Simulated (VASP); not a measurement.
Set up this calculation in VASP 6.6.1, as the native input.

| Quantity | Value |
| --- | --- |
| Task | vibrations by finite differences |
| Functional | PBE |
| Dispersion | D3(BJ) |
| Potentials or basis | VASP PAW PBE potentials, release 64 (O, H) |
| Cutoff | 400 eV |
| k mesh | 1 × 1 × 1 |
| Occupations | gaussian, width 0.01 eV |
| Spin | no spin polarisation |
| Further INCAR settings | ALGO = Normal; EDIFF = 1e-07; NBANDS = 11; ISYM = 0; IBRION = 5; POTIM = 0.015; NSW = 1 |

The structure of OH2 lies in POSCAR:

```
H2O                                     
1.0
   12.0145847441      0.0000000000      0.0000000000
    0.0000000000     12.5145847441      0.0000000000
    0.0000000000      0.0000000000     13.0145847441
  O               H             
     1     2
Selective dynamics
Direct
0.5024678145000010  0.4982754151999984  0.5285342227999976  T T T
0.4962411910127437  0.5675178108588655  0.4950717666901197  T T T
0.5009411419766640  0.4469963100349058  0.4723833046146962  T T T
```

The input as run:

INCAR

```
PREC = Accurate
ENCUT = 400
EDIFF = 1E-7
ISMEAR = 0
SIGMA = 0.01
LREAL = False
LASPH = True
NELM = 100
ALGO = Normal
ISIF = 2
LWAVE = False
LCHARG = False
GGA = PE
IVDW = 12
NBANDS = 11
IBRION = 5
NFREE = 2
POTIM = 0.015
NSW = 1
ISYM = 0
```

KPOINTS

```
Automatic mesh
0
Gamma
  1 1 1
```

Potentials or basis: VASP PAW PBE potentials, release 64 (O, H).

The run is started by

```console
$ cat potpaw_PBE.64/O/POTCAR potpaw_PBE.64/H/POTCAR > POTCAR
$ mpirun -np 1 vasp_gam > vasp.out
```

Results of the run:

- Highest phonon frequency at Γ, LO-TO splitting left out: 3822 cm⁻¹
- Most unstable mode: 30i cm⁻¹
- Dispersion energy per atom: -0.003 eV

Caveat: some modes are imaginary.

It took 16 min on 1 thread of Intel(R) Xeon(R) Platinum 8559C (Emerald Rapids), with other jobs on the host, peak memory 1.2 GiB.
